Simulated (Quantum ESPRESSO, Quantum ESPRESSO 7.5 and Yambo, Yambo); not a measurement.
# AgBr (Bromargyrite): G0W0 with Yambo, start to end

Aim: the G0W0 gap of AgBr (Bromargyrite) on PBE, step by step.

Main program and level: Quantum ESPRESSO 7.5 and Yambo 5.3.0; PBE and many-body steps on it, plane waves.

**1. The structure**

It takes space group Fm-3m (No. 225, cubic). Conventional cell: a = 5.775 Å, b = 5.775 Å, c = 5.775 Å, α = 90.00°, β = 90.00°, γ = 90.00°. Nearest to Ag lie 6 Br at 2.89 Å. Nearest to Br lie 6 Ag at 2.89 Å. Farther neighbours and most contacts between anions are not listed.

The cell and positions come from the Crystallography Open Database and are kept as given unless a step says otherwise.

**2. Ground state**

This step: Quantum ESPRESSO 7.5; DFT, PBE, plane waves, norm-conserving pseudopotentials.

The ground-state density comes first.

Contents of pw.in:

```
&control
  calculation = 'scf'
  prefix = 'x'
  outdir = 'o'
  pseudo_dir = 'pseudo'
/
&system
  ibrav = 0
  nat = 2
  ntyp = 2
  ecutwfc = 76.0
  nbnd = 23
  force_symmorphic = .true.
/
&electrons
  conv_thr = 1e-10
  electron_maxstep = 80
  mixing_beta = 0.5
/
ATOMIC_SPECIES
  Ag 107.87 Ag.upf
  Br 79.904 Br.upf
CELL_PARAMETERS angstrom
  0.0000000000 2.8872500000 2.8872500000
  2.8872500000 -0.0000000000 2.8872500000
  2.8872500000 2.8872500000 0.0000000000
ATOMIC_POSITIONS crystal
  Ag 0.0000000000 0.0000000000 0.0000000000
  Br 0.5000000000 0.5000000000 0.5000000000
K_POINTS automatic
  6 6 6 0 0 0
```

On the command line:

```console
$ OMP_NUM_THREADS=1 mpirun -n 4 pw.x -nk 4 -in pw.in > pw.out
```

The program printed:

```text
Program PWSCF v.7.5 starts

     This program is part of the open-source Quantum ESPRESSO suite
     for quantum simulation of materials; please cite
         "P. Giannozzi et al., J. Phys.:Condens. Matter 21 395502 (2009);
         "P. Giannozzi et al., J. Phys.:Condens. Matter 29 465901 (2017);
         "P. Giannozzi et al., J. Chem. Phys. 152 154105 (2020);
     in publications or presentations arising from this work. More details at
     Message from routine setup:
     using ibrav=0 with symmetry is DISCOURAGED, use correct ibrav instead

     G-vector sticks info

     bravais-lattice index     =            0
     lattice parameter (alat)  =       7.7161  a.u.
     unit-cell volume          =     324.8477 (a.u.)^3
     number of atoms/cell      =            2
     number of atomic types    =            2
     number of electrons       =        36.00
     number of Kohn-Sham states=           23
     kinetic-energy cutoff     =      76.0000  Ry
     charge density cutoff     =     304.0000  Ry
     scf convergence threshold =      1.0E-10
     mixing beta               =       0.5000
     number of iterations used =            8  plain     mixing
     Exchange-correlation= PBE
                           (   1   4   3   4   0   0   0)

     celldm(1)=   7.716107  celldm(2)=   0.000000  celldm(3)=   0.000000
     celldm(4)=   0.000000  celldm(5)=   0.000000  celldm(6)=   0.000000

     crystal axes: (cart. coord. in units of alat)
               a(1) = (   0.000000   0.707107   0.707107 )
               a(2) = (   0.707107  -0.000000   0.707107 )
               a(3) = (   0.707107   0.707107   0.000000 )

     reciprocal axes: (cart. coord. in units 2 pi/alat)
               b(1) = ( -0.707107  0.707107  0.707107 )
               b(2) = (  0.707107 -0.707107  0.707107 )
               b(3) = (  0.707107  0.707107 -0.707107 )
     Pseudo is Norm-conserving + core correction, Zval = 19.0
     Generated using ONCVPSP code by D. R. Hamann
     Using radial grid of 1538 points,  6 beta functions with:
     Pseudo is Norm-conserving + core correction, Zval = 17.0
     Generated using ONCVPSP code by D. R. Hamann
     Using radial grid of 1098 points,  6 beta functions with:
     Ag               19.00   107.87000     Ag( 1.00)
     Br               17.00    79.90400     Br( 1.00)

     48 Sym. Ops., with inversion, found

   Cartesian axes

     site n.     atom                  positions (alat units)
         1        Ag     tau(   1) = (   0.0000000   0.0000000   0.0000000  )
         2        Br     tau(   2) = (   0.7071068   0.7071068   0.7071068  )

     number of k points=    16
                       cart. coord. in units 2pi/alat
        k(    1) = (   0.0000000   0.0000000   0.0000000), wk =   0.0092593
        k(    2) = (   0.1178511   0.1178511  -0.1178511), wk =   0.0740741
        k(    3) = (   0.2357023   0.2357023  -0.2357023), wk =   0.0740741
        k(    4) = (  -0.3535534  -0.3535534   0.3535534), wk =   0.0370370
        k(    5) = (   0.2357023   0.0000000  -0.0000000), wk =   0.0555556
        k(    6) = (   0.3535534   0.1178511  -0.1178511), wk =   0.2222222
        k(    7) = (  -0.2357023  -0.4714045   0.4714045), wk =   0.2222222
        k(    8) = (  -0.1178511  -0.3535534   0.3535534), wk =   0.2222222
        k(    9) = (   0.0000000  -0.2357023   0.2357023), wk =   0.1111111
        k(   10) = (   0.4714045   0.0000000  -0.0000000), wk =   0.0555556
     [... 4 further rows ...]
        k(   15) = (  -0.1178511  -0.3535534   0.5892557), wk =   0.2222222
        k(   16) = (  -0.7071068   0.2357023   0.0000000), wk =   0.1111111

     Dense  grid:    29123 G-vectors     FFT dimensions: (  45,  45,  45)

     Initial potential from superposition of free atoms

     starting charge      35.9995, renormalised to      36.0000
     Starting wfcs are   19 randomized atomic wfcs +    4 random wfcs

     per-process dynamical memory:    29.5 Mb

     Self-consistent Calculation

     iteration #  1     ecut=    76.00 Ry     beta= 0.50

     Threshold (ethr) on eigenvalues was too large:
     Diagonalizing with lowered threshold

     total energy              =    -580.82742874 Ry
     estimated scf accuracy    <       0.02654878 Ry

     iteration #  2     ecut=    76.00 Ry     beta= 0.50

     total energy              =    -580.83468106 Ry
     estimated scf accuracy    <       0.00494654 Ry

     iteration #  3     ecut=    76.00 Ry     beta= 0.50

     total energy              =    -580.83557517 Ry
     estimated scf accuracy    <       0.00030962 Ry

     iteration #  4     ecut=    76.00 Ry     beta= 0.50

     total energy              =    -580.83560811 Ry
     estimated scf accuracy    <       0.00002358 Ry

     iteration #  5     ecut=    76.00 Ry     beta= 0.50

     total energy              =    -580.83561060 Ry
     estimated scf accuracy    <       0.00000160 Ry

     iteration #  6     ecut=    76.00 Ry     beta= 0.50

     total energy              =    -580.83561080 Ry
     estimated scf accuracy    <       0.00000002 Ry

     iteration #  7     ecut=    76.00 Ry     beta= 0.50

     total energy              =    -580.83561081 Ry
     estimated scf accuracy    <          2.2E-09 Ry

     iteration #  8     ecut=    76.00 Ry     beta= 0.50

     total energy              =    -580.83561081 Ry
     estimated scf accuracy    <          3.8E-10 Ry

     iteration #  9     ecut=    76.00 Ry     beta= 0.50

     End of self-consistent calculation

          k = 0.0000 0.0000 0.0000 (  3695 PWs)   bands (ev):

   -80.6914 -51.2099 -51.2099 -51.2095 -51.2095 -51.2095 -44.2125 -44.2125
   -44.2125  -5.5764   6.6720   6.6720   6.6720   6.6726   6.6726   7.5251
     7.5251   7.5251  10.0695  19.3263  19.3263  19.3263  20.6112

          k = 0.1179 0.1179-0.1179 (  3632 PWs)   bands (ev):

   -80.6912 -51.2099 -51.2099 -51.2095 -51.2095 -51.2095 -44.2129 -44.2125
   -44.2125  -5.4768   6.0307   6.1077   6.1077   6.7427   6.7427   7.1277
     8.2043   8.2043  11.3616  17.4621  18.5440  18.5440  20.3500

          k = 0.2357 0.2357-0.2357 (  3633 PWs)   bands (ev):

   -80.6912 -51.2099 -51.2099 -51.2095 -51.2095 -51.2095 -44.2136 -44.2126
   -44.2126  -5.2644   4.7818   5.5376   5.5376   6.8890   6.8890   7.2082
     9.0342   9.0342  12.8929  16.0160  16.8812  16.8812  20.7101

          k =-0.3536-0.3536 0.3536 (  3648 PWs)   bands (ev):

     [... further k-points ...]

     highest occupied, lowest unoccupied level (ev):     9.3930   10.0695

!    total energy              =    -580.83561081 Ry
     estimated scf accuracy    <          9.5E-12 Ry

     The total energy is the sum of the following terms:
     one-electron contribution =    -317.34591710 Ry
     hartree contribution      =     165.01635383 Ry
     xc contribution           =     -90.89128098 Ry
     ewald contribution        =    -337.61476655 Ry

     convergence has been achieved in   9 iterations

     XML data file, charge density, pseudopotentials, collected wavefunctions

=------------------------------------------------------------------------------=
   JOB DONE.
=------------------------------------------------------------------------------=
```

Wall time 7.9 s (4 MPI ranks of Intel Xeon 6975P-C (Granite Rapids), shared host); peak memory 0.29 GiB; 26 s of CPU time.

Numbers from this step:

```
total energy               : -7902.6711 eV
gap                        : 0.6765 eV
k of the valence top       : 0, 0, -0.5
k of the conduction bottom : 0, 0, 0
least direct gap           : 2.544 eV
```

The gap is indirect, with the least direct gap 1.87 eV higher.

**3. Bands along the symmetry lines**

The cheap functional maps the bands first; the places of the edges decide which points the dearer methods must see.

Contents of pw.in:

```
&control
  calculation = 'bands'
  prefix = 'x'
  outdir = 'o'
  pseudo_dir = 'pseudo'
/
&system
  ibrav = 0
  nat = 2
  ntyp = 2
  ecutwfc = 76.0
  nbnd = 24
  force_symmorphic = .true.
/
&electrons
  conv_thr = 1e-9
  electron_maxstep = 80
  diago_full_acc = .true.
  diago_thr_init = 5e-6
/
ATOMIC_SPECIES
  Ag 107.87 Ag.upf
  Br 79.904 Br.upf
CELL_PARAMETERS angstrom
  0.0000000000 2.8872500000 2.8872500000
  2.8872500000 -0.0000000000 2.8872500000
  2.8872500000 2.8872500000 0.0000000000
ATOMIC_POSITIONS crystal
  Ag 0.0000000000 0.0000000000 0.0000000000
  Br 0.5000000000 0.5000000000 0.5000000000
K_POINTS crystal
  50
  0.00000000 0.00000000 0.00000000 1
  0.06250000 0.00000000 0.06250000 1
  0.12500000 0.00000000 0.12500000 1
  0.18750000 0.00000000 0.18750000 1
  0.25000000 0.00000000 0.25000000 1
  0.31250000 0.00000000 0.31250000 1
  0.37500000 0.00000000 0.37500000 1
  0.43750000 0.00000000 0.43750000 1
  0.50000000 0.00000000 0.50000000 1
  0.51562500 0.03125000 0.51562500 1
  0.53125000 0.06250000 0.53125000 1
  0.54687500 0.09375000 0.54687500 1
  0.56250000 0.12500000 0.56250000 1
  0.57812500 0.15625000 0.57812500 1
  0.59375000 0.18750000 0.59375000 1
  0.60937500 0.21875000 0.60937500 1
  0.62500000 0.25000000 0.62500000 1
  0.37500000 0.37500000 0.75000000 1
  0.32812500 0.32812500 0.65625000 1
  0.28125000 0.28125000 0.56250000 1
  0.23437500 0.23437500 0.46875000 1
  0.18750000 0.18750000 0.37500000 1
  0.14062500 0.14062500 0.28125000 1
  0.09375000 0.09375000 0.18750000 1
  0.04687500 0.04687500 0.09375000 1
  0.00000000 0.00000000 0.00000000 1
  0.06250000 0.06250000 0.06250000 1
  0.12500000 0.12500000 0.12500000 1
  0.18750000 0.18750000 0.18750000 1
  0.25000000 0.25000000 0.25000000 1
  0.31250000 0.31250000 0.31250000 1
  0.37500000 0.37500000 0.37500000 1
  0.43750000 0.43750000 0.43750000 1
  0.50000000 0.50000000 0.50000000 1
  0.50000000 0.46875000 0.53125000 1
  0.50000000 0.43750000 0.56250000 1
  0.50000000 0.40625000 0.59375000 1
  0.50000000 0.37500000 0.62500000 1
  0.50000000 0.34375000 0.65625000 1
  0.50000000 0.31250000 0.68750000 1
  0.50000000 0.28125000 0.71875000 1
  0.50000000 0.25000000 0.75000000 1
  0.50000000 0.21875000 0.71875000 1
  0.50000000 0.18750000 0.68750000 1
  0.50000000 0.15625000 0.65625000 1
  0.50000000 0.12500000 0.62500000 1
  0.50000000 0.09375000 0.59375000 1
  0.50000000 0.06250000 0.56250000 1
  0.50000000 0.03125000 0.53125000 1
  0.50000000 0.00000000 0.50000000 1
```

The program printed:

```text
[banner, memory and clock lines left out]
Program PWSCF v.7.5 starts

     Atomic positions and unit cell read from directory:
     o/x.save/

     Message from routine setup:
     using ibrav=0 with symmetry is DISCOURAGED, use correct ibrav instead

     G-vector sticks info

     bravais-lattice index     =            0
     lattice parameter (alat)  =       7.7161  a.u.
     unit-cell volume          =     324.8477 (a.u.)^3
     number of atoms/cell      =            2
     number of atomic types    =            2
     number of electrons       =        36.00
     number of Kohn-Sham states=           24
     kinetic-energy cutoff     =      76.0000  Ry
     charge density cutoff     =     304.0000  Ry
     Exchange-correlation= PBE
                           (   1   4   3   4   0   0   0)

     celldm(1)=   7.716107  celldm(2)=   0.000000  celldm(3)=   0.000000
     celldm(4)=   0.000000  celldm(5)=   0.000000  celldm(6)=   0.000000

     crystal axes: (cart. coord. in units of alat)
               a(1) = (   0.000000   0.707107   0.707107 )
               a(2) = (   0.707107  -0.000000   0.707107 )
               a(3) = (   0.707107   0.707107   0.000000 )

     reciprocal axes: (cart. coord. in units 2 pi/alat)
               b(1) = ( -0.707107  0.707107  0.707107 )
               b(2) = (  0.707107 -0.707107  0.707107 )
               b(3) = (  0.707107  0.707107 -0.707107 )
     Pseudo is Norm-conserving + core correction, Zval = 19.0
     Generated using ONCVPSP code by D. R. Hamann
     Using radial grid of 1538 points,  6 beta functions with:
     Pseudo is Norm-conserving + core correction, Zval = 17.0
     Generated using ONCVPSP code by D. R. Hamann
     Using radial grid of 1098 points,  6 beta functions with:
     Ag               19.00   107.87000     Ag( 1.00)
     Br               17.00    79.90400     Br( 1.00)

     48 Sym. Ops., with inversion, found

   Cartesian axes

     site n.     atom                  positions (alat units)
         1        Ag     tau(   1) = (   0.0000000   0.0000000   0.0000000  )
         2        Br     tau(   2) = (   0.7071068   0.7071068   0.7071068  )

     number of k points=    50
                       cart. coord. in units 2pi/alat
        k(    1) = (   0.0000000   0.0000000   0.0000000), wk =   0.0400000
        k(    2) = (   0.0000000   0.0883883   0.0000000), wk =   0.0400000
        k(    3) = (   0.0000000   0.1767767   0.0000000), wk =   0.0400000
[...]
[... 38 further rows ...]
        k(   49) = (   0.0441942   0.7071068   0.0000000), wk =   0.0400000
        k(   50) = (   0.0000000   0.7071068   0.0000000), wk =   0.0400000

     Dense  grid:    29123 G-vectors     FFT dimensions: (  45,  45,  45)

     The potential is recalculated from file :
     o/x.save/charge-density

     Starting wfcs are   19 randomized atomic wfcs +    5 random wfcs

     Band Structure Calculation

     End of band structure calculation

          k = 0.0000 0.0000 0.0000 (  3695 PWs)   bands (ev):

   -80.6914 -51.2099 -51.2099 -51.2095 -51.2095 -51.2095 -44.2126 -44.2126
   -44.2126  -5.5764   6.6719   6.6719   6.6719   6.6726   6.6726   7.5251
     7.5251   7.5251  10.0695  19.3263  19.3263  19.3263  20.6109  21.1270

          k = 0.0000 0.0884 0.0000 (  3655 PWs)   bands (ev):

[...]
k = 0.0000 0.1768 0.0000 (  3643 PWs)   bands (ev):

[...]
k =-0.0000 0.2652 0.0000 (  3635 PWs)   bands (ev):

[...]
k = 0.0000 0.4419-0.0000 (  3619 PWs)   bands (ev):

[...]
k =-0.0000 0.5303 0.0000 (  3623 PWs)   bands (ev):

[...]
k = 0.0000 0.6187-0.0000 (  3624 PWs)   bands (ev):

[...]
k = 0.4640 0.4640-0.0000 (  3627 PWs)   bands (ev):

[...]
k = 0.3315 0.3315-0.0000 (  3635 PWs)   bands (ev):

[...]
k = 0.3094 0.7071-0.0000 (  3656 PWs)   bands (ev):

[...]
k = 0.2210 0.7071-0.0000 (  3636 PWs)   bands (ev):

[...]
k = 0.1768 0.7071-0.0000 (  3634 PWs)   bands (ev):

[...]
k = 0.0442 0.7071 0.0000 (  3614 PWs)   bands (ev):

[...]
k = 0.0000 0.7071 0.0000 (  3612 PWs)   bands (ev):

[...]
-44.2131  -5.1219   5.2448   6.4122   6.6477   6.6477   6.8265   7.0645
     7.0645   7.1540  11.0344  16.4868  18.3896  20.3618  20.3618  24.3149

     XML data file, pseudopotentials, collected wavefunctions
```

Wall time 5.2 s (4 MPI ranks); peak memory 0.26 GiB.

This step gave:

| Property | Result |
| --- | --- |
| gap | 0.6765 eV |
| k of the valence top | 0.5, 0.5, 0.5 |
| k of the conduction bottom | 0, 0, 0 |
| least direct gap | 2.544 eV |

The gap is 0.676 eV, as in the run before at this level.

Electronic bands along the path, in eV, zero at the top of the highest filled band:

| point | band 15 | band 16 | band 17 | band 18 | band 19 | band 20 | band 21 | band 22 |
| --- | --- | --- | --- | --- | --- | --- | --- | --- |
| Γ | -2.72 | -1.87 | -1.87 | -1.87 | 0.68 | 9.93 | 9.93 | 9.93 |
| halfway | -2.64 | -1.81 | -1.81 | -1.60 | 3.25 | 6.69 | 7.86 | 9.49 |
| X | -2.57 | -2.33 | -2.33 | -2.24 | 1.64 | 7.09 | 9.00 | 10.97 |
| halfway | -2.34 | -2.28 | -2.08 | -1.93 | 2.05 | 7.10 | 8.75 | 10.34 |
| U | -2.38 | -2.16 | -1.97 | -1.17 | 2.98 | 6.84 | 8.21 | 9.15 |
| jump to K | -2.38 | -2.16 | -1.97 | -1.17 | 2.98 | 6.84 | 8.21 | 9.15 |
| halfway | -2.49 | -2.00 | -1.74 | -0.20 | 3.75 | 6.49 | 7.50 | 7.83 |
| Γ | -2.72 | -1.87 | -1.87 | -1.87 | 0.68 | 9.93 | 9.93 | 9.93 |
| halfway | -2.58 | -2.25 | -0.74 | -0.74 | 2.86 | 7.17 | 8.25 | 8.25 |
| L | -2.43 | -2.09 | 0.00 | 0.00 | 3.79 | 6.49 | 6.81 | 6.81 |
| halfway | -2.42 | -2.14 | -1.17 | -0.59 | 4.48 | 5.27 | 7.84 | 7.90 |
| W | -2.32 | -2.23 | -2.23 | -1.48 | 3.76 | 7.15 | 7.68 | 7.68 |
| halfway | -2.33 | -2.33 | -2.27 | -1.72 | 2.47 | 7.18 | 8.53 | 9.07 |
| X | -2.57 | -2.33 | -2.33 | -2.24 | 1.64 | 7.09 | 9.00 | 10.97 |

(Continued in part 2 of 3.)

[Paths, hosts, dates, memory and timing lines, banners, echoed tables and standing remarks are left out of the program output.]

[Logs are printed without paths, hosts, clocks, repeated set-up lines and the standing remarks that a program may print on its own settings, such as how far it seeks lower states.]

[Runs of the session that timed out or met a known fault of the program may be left out.]

[Hosts, paths, dates, database ids (printed as entryN), source tags and the programs' standing remarks are cut or masked in the printed files.]
